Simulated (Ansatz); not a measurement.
**Y in Ansatz: the effect of target pressure**

Crystal: Y.

```xyz
2
Lattice="3.6474 0.0000 0.0000 -1.8237 3.1587 0.0000 0.0000 0.0000 5.7306" Properties=species:S:1:pos:R:3 pbc="T T T"
Y     1.8237    1.0529    4.2980
Y     0.0000    2.1058    1.4326
```

Alike in all runs:

| Property | Result |
| --- | --- |
| Program | Ansatz 0.2.0 |
| Task | relaxation of cell and atoms |
| Functional | r2SCAN |
| Potentials or basis | Ansatz PAW |
| Cutoff | 500 eV (not typed: the program's choice for these potentials) |
| k mesh | 8 × 8 × 5 |
| Occupations | fermi-dirac, width 0.05 eV |
| Spin | no spin polarisation |

Each run relaxes the cell or the atoms first.

```csv
target pressure,relaxed volume (Å³/atom)
0 GPa,33.57
2 GPa,32.04
5 GPa,30.17
10 GPa,27.65
20 GPa,24.24
30 GPa,?
```

Question: What does the run with target pressure 30 GPa give?

Answer: Relaxed volume 21.99 Å³/atom.

Worked out: In Murnaghan's law V^(-B') rises as a straight line in P. The other rows fit best with B' = 2.3, V0 = 33.55 Å³/atom and B0 = 41 GPa, which gives 21.89 Å³/atom at 30 GPa, against the run's 21.99.

Caveats: the plane-wave basis is chosen anew once the cell has moved, so the energies of steps on either side of that aren't comparable; the PAW data sets come from PBE, with cores solved anew for the run's functional, which leaves a small shift of forces and pressure; the volume moved by over 15 % at a fixed basis, so the end points are rough (some runs).

Runs at the PBE level aren't shown here.
